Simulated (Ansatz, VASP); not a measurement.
Two plane-wave programs on PbS

```
Pb S
1.0
     1.93575    1.11760    4.11171
    -1.93575    1.11760    4.11171
     0.00000   -2.23521    4.11171
Pb S
1 1
Direct
  0.98057 0.98057 0.98057
  0.47504 0.47504 0.47504
```

Alike in both runs: task single point; functional PBEsol; k mesh 12 × 12 × 12; occupations gaussian, width 0.03 eV; no spin polarisation.

```csv
,VASP,Ansatz
version,VASP 6.6.1,Ansatz 0.2.0
potentials or method,"VASP PAW PBE potentials, release 64 (Pb_d, S)","scalar-relativistic, plane waves, PAW"
plane-wave cutoff (eV),520,420
valence electrons in the cell,20,20
```

Ansatz gave:

```
gap on the k mesh at the Fermi level (eV)       : none
pressure (GPa)                                  : -3.8
largest component of the traceless stress (GPa) : 8.43
rms of the force components (eV/Å)              : 0.110
```

Q: Which values does VASP return?

A: gap on the k mesh at the Fermi level (eV): none; pressure (GPa): -3.9; largest component of the traceless stress (GPa): 8.42; rms of the force components (eV/Å): 0.110.

Atom by atom the forces differ by 0.000 eV/Å (rms over components). A gap of «none» marks a metal or a gap that the smearing closes.

Caveats: the PAW data sets were made with another functional, which shifts forces and pressure a little (VASP). Spin-orbit coupling is left out, which matters for the levels of Pb.
